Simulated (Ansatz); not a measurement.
SrF2:
```
SrF2
1.0
    0.00000     2.89518     2.89518
    2.89518     0.00000     2.89518
    2.89518     2.89518     0.00000
Sr F
1 2
Cartesian
  0.00000   0.00000   0.00000
  1.44759   1.44759   1.44759
  4.34277   4.34277   4.34277
```

x, y and z are the axes in which the lattice vectors are written.

Task: Give the high-frequency dielectric tensor and the Born effective charge tensors of the independent atoms from DFPT, the program Ansatz at the r²SCAN level (PAW).

Result: 
ε∞:
```
2.16  0.00  0.00
0.00  2.16  0.00
0.00  0.00  2.16
```
Z* of atom 1 (Sr), rows: field, columns: displacement, in e:
```
2.39  0.00  0.00
0.00  2.39  0.00
0.00  0.00  2.39
```
Z* of atom 2 (F), rows: field, columns: displacement, in e:
```
-1.20   0.00   0.00
 0.00  -1.20   0.00
 0.00   0.00  -1.20
```

Static charges for comparison (Bader): Sr1 +1.72, F2 -0.86 e. Born charges measure polarisation by displacement and can exceed these by far.

Space group Fm-3m (fluorite). The cell was relaxed with r²SCAN under the symmetry of its start. Scalar-relativistic: spin–orbit coupling is off unless named, which matters more the heavier the elements.

Potentials: the later of the program's two PAW sets.
